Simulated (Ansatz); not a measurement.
# Sb (P6_3/mmc) in Ansatz: further runs, part 2 of 2

Ansatz 0.2.0. Earlier steps stand in the parts before.

### Step 3. Relaxation of cell and atoms, PBEsol+D4

Contents of input.yaml:

```yaml
crystal:
  lattice:
    - [3.3545324186, 0.0, 0.0]
    - [-1.6772662093, 2.9051102923, 0.0]
    - [0.0, 0.0, 5.47016065]
  atoms:
    - { symbol: Sb, position: [0.6666666667, 0.3333333333, 0.75] }
    - { symbol: Sb, position: [0.3333333333, 0.6666666667, 0.25] }
hamiltonian:
  xc: pbesol
  pseudopotentials: { kind: paw }
  dispersion: d4
kpoints:
  mp_grid: { grid: [9, 9, 5] }
scf:
  occupations: { method: fermi_dirac, width: 0.05 }
output:
  forces: true
  stress: true
  eigenvalues: true
relax:
  f_tol: 0.01
  max_steps: 40
  cell: { stress_tol: 0.05 }
```

Potentials or basis: Ansatz PAW.

On the command line:

```
$ ansatz run input.yaml --threads 2 --pin off --max-ram 5632MiB --backend cpu --events-out ev --progress --plain --runs-dir out
```

Wall time 5.3 s (2 threads of Arm Neoverse V2, shared host); peak memory 0.34 GiB.

The run converged. Its results:

```yaml
Free_energy: -12816.4149 eV
Relaxed_volume: 25.22 Å³/atom
Relaxed_cell: a = 3.295 Å, b = 3.295 Å, c = 5.366 Å, α = 90.00°, β = 90.00°, γ = 120.00°
Space_group_after_relaxing_to_0.05_Å: P6_3/mmc (No. 194)
Energy_gained_by_relaxing: 16.8 meV/atom
Ionic_steps: 5
Pressure_after_relaxing: 0.0 GPa
Band_gap_on_the_k_mesh: none (metal or under the smearing width)
```

Stress tensor (GPa, compression positive):
```
-0.04  0.00  0.00
 0.00 -0.04  0.00
 0.00  0.00  0.04
```

The path:
```
step  energy change (eV)  largest force (eV/Å)  volume (Å³)
   1              0.0000                0.0000        53.31
   2             -0.0242                0.0000        48.96
   3             -0.0342                0.0000        50.61
   4             -0.0344                0.0000        50.44
   5             -0.0335                0.0000        50.44
```

Final structure:
```
CELL_PARAMETERS angstrom
3.29456 0.00000 0.00000
-1.64728 2.85317 0.00000
0.00000 0.00000 5.36618
ATOMIC_POSITIONS crystal
Sb 0.66667 0.33333 0.75000
Sb 0.33333 0.66667 0.25000
```

Levels at points of the mesh, in eV from the Fermi level:
| k point | band 13 | band 14 | band 15 | band 16 | band 17 | band 18 |
| --- | --- | --- | --- | --- | --- | --- |
| (0.00, 0.00, 0.00) | -6.15 | 3.94 | 3.94 | 5.72 | 5.72 | 6.03 |

Caveat: the plane-wave basis is chosen anew once the cell has moved, so the energies of steps on either side of that aren't comparable; pairwise dispersion overbinds metals, which lowers pressure and volume; the PAW data sets come from PBE, with cores solved anew for the run's functional, which leaves a small shift of forces and pressure.

### Step 4. Relaxation of cell and atoms, RPBE+D3(BJ)

input.yaml: that of step 3 with these lines changed.

```diff
@@ -9,5 +9,5 @@
 hamiltonian:
-  xc: pbesol
+  xc: rpbe
   pseudopotentials: { kind: paw }
-  dispersion: d4
+  dispersion: d3bj
 kpoints:
```

Potentials or basis: Ansatz PAW.

On the command line:

```
$ ansatz run input.yaml --threads 2 --pin off --max-ram 5632MiB --backend cpu --events-out ev --progress --plain --runs-dir out
```

The program printed:

```text
Warning: RAYON_NUM_THREADS=2 ignored (pool sized by the plan → 2); use --threads N
Engine: ansatz 0.2.0, aarch64-unknown-linux-gnu
Pseudopotentials: kind: paw
Pseudopotential: Sb, paw, valence charge 15, recommended cutoff 420 eV (normal), Sb.paw.azcp
Functional definition: RPBE
  parameter kappa = 0.804
  parameter beta = 0.06672455060314922
  exchange = rpbe_x(kappa = kappa, mu = beta*pi^2/3)
  correlation = pbe_c(beta = beta)
Crystal: 2 atoms, lattice volume = 53.308 Å³
Basis set: ecut = 420 eV, 1087 PW (Γ), exchange–correlation on 48×48×80 points (8 copies of the dense FFT grid, shifted against one another)
Bands: 19, of which v1, the nominal top of the filled ones, is band 15 counted from 1 (14 counted from 0)
Symmetry: 24 space group operations
[... 130 lines left out ...]
        0.009963      -0.000000       0.000000
       -0.000000       0.009963       0.000000
        0.000000       0.000000       0.018264
  P = ⅓ Tr σ = 0.0127 GPa (0.127 kbar)
--- Band table (eV; the first three rows and the last of 36) ---
  k-point 0: bands = ["-12.2459", "-12.2446", "-12.2200", "-12.2200", "-12.2047", "-12.2047", "-12.1808", "-12.1808", "-12.0381", "-12.0381", "1.6836", "7.5896", "9.4132", "22.4252", "22.4252", "24.7537", "24.7537", "25.7574", "26.5270"]
  k-point 1: bands = ["-12.2448", "-12.2438", "-12.2328", "-12.2328", "-12.2121", "-12.2121", "-12.1528", "-12.1528", "-12.0458", "-12.0458", "1.9483", "5.9059", "11.6176", "22.6505", "22.6505", "22.8955", "24.6111", "24.6111", "26.5682"]
  k-point 2: bands = ["-12.2431", "-12.2426", "-12.2379", "-12.2379", "-12.2277", "-12.2277", "-12.1082", "-12.1082", "-12.0697", "-12.0697", "2.7449", "4.0746", "14.9941", "18.8310", "23.2706", "23.2706", "24.0653", "24.0653", "26.6766"]
  k-point 35: bands = ["-12.2598", "-12.2598", "-12.2180", "-12.1345", "-12.1259", "-12.1257", "-12.1257", "-12.1132", "-12.0356", "-12.0356", "9.4237", "9.4237", "11.7567", "11.7567", "12.2032", "13.4610", "21.2415", "21.2415", "24.4404"]
--- Relaxed structure (6 steps of the walk, 6 accepted, 1 SCFs on fresh bases) ---
  F+E_penalty+E_count = -12992.00658010 eV   max|allowed force component| = 6.939e-17 eV/Å   (the final SCF, on the basis selected at the relaxed cell)
  cell:  # Å, volume = 39.7730 Å³
    - [3.052573528483972, 7.15258461329569e-36, 0.0]
    - [-1.526286764241986, 2.643606222587021, 0.0]
    - [0.0, 0.0, 4.928622606136433]
  atoms:
    - { symbol: Sb, position: [0.6666666666666665, 0.33333333333333326, 0.75] }
    - { symbol: Sb, position: [0.33333333333333326, 0.6666666666666665, 0.25] }
```

Wall time 7.2 s (2 threads of Arm Neoverse V2, shared host); peak memory 0.34 GiB.

Results:

```yaml
Free_energy: -12992.0066 eV
Relaxed_volume: 19.89 Å³/atom
Relaxed_cell: a = 3.053 Å, b = 3.053 Å, c = 4.929 Å, α = 90.00°, β = 90.00°, γ = 120.00°
Space_group_after_relaxing_to_0.05_Å: P6_3/mmc (No. 194)
Energy_gained_by_relaxing: 628.6 meV/atom
Ionic_steps: 7
Pressure_after_relaxing: 0.0 GPa
Band_gap_on_the_k_mesh: none (metal or under the smearing width)
```

Step by step:
```tsv
step	energy change (eV)	largest force (eV/Å)	volume (Å³)
1	0.0000	0.0000	53.31
2	-0.9088	0.0000	45.94
3	-1.2573	0.0000	39.39
4	-1.2590	0.0000	39.88
5	-1.2605	0.0000	39.84
6	-1.2606	0.0000	39.77
7	-1.2571	0.0000	39.77
```

Final structure:
```yaml
crystal:
  lattice:
    - [3.05257, 0.00000, 0.00000]
    - [-1.52629, 2.64361, 0.00000]
    - [0.00000, 0.00000, 4.92862]
  atoms:
    - { symbol: Sb, position: [0.66667, 0.33333, 0.75000] }
    - { symbol: Sb, position: [0.33333, 0.66667, 0.25000] }
```

Levels at points of the mesh, in eV from the Fermi level:
```csv
k point,band 12,band 13,band 14,band 15,band 16,band 17,band 18,band 19
"(0.00, 0.00, 0.00)",-9.78,-7.96,5.06,5.06,7.38,7.38,8.39,9.16
```

Caveat: the volume moved by over 15 % at a fixed basis, so the end points are rough; the plane-wave basis is chosen anew once the cell has moved, so the energies of steps on either side of that aren't comparable; pairwise dispersion overbinds metals, which lowers pressure and volume; the PAW data sets come from PBE, with cores solved anew for the run's functional, which leaves a small shift of forces and pressure. The run has no spin-orbit coupling, so splittings on Sb are missing.

### Step 5. Summary

```tsv
level	gap on the mesh (eV)	pressure (GPa)	relaxed volume (Å³/atom)
PBEsol+D3(BJ)	none	0.0	24.72
PBEsol+D4	none	0.0	25.22
RPBE+D3(BJ)	none	0.0	19.89
```

Alike in all rows: task relaxation of cell and atoms; potentials or basis Ansatz PAW; no spin polarisation; cell relaxed; k mesh 9 × 9 × 5; cutoff (eV) 420; smearing fermi-dirac 0.05 eV.

Caveats: the plane-wave basis is chosen anew once the cell has moved, so the energies of steps on either side of that aren't comparable; pairwise dispersion overbinds metals, which lowers pressure and volume; the PAW data sets come from PBE, with cores solved anew for the run's functional, which leaves a small shift of forces and pressure; the volume moved by over 15 % at a fixed basis, so the end points are rough (some runs).

Absolute energies hang on the potentials; compare differences alone.
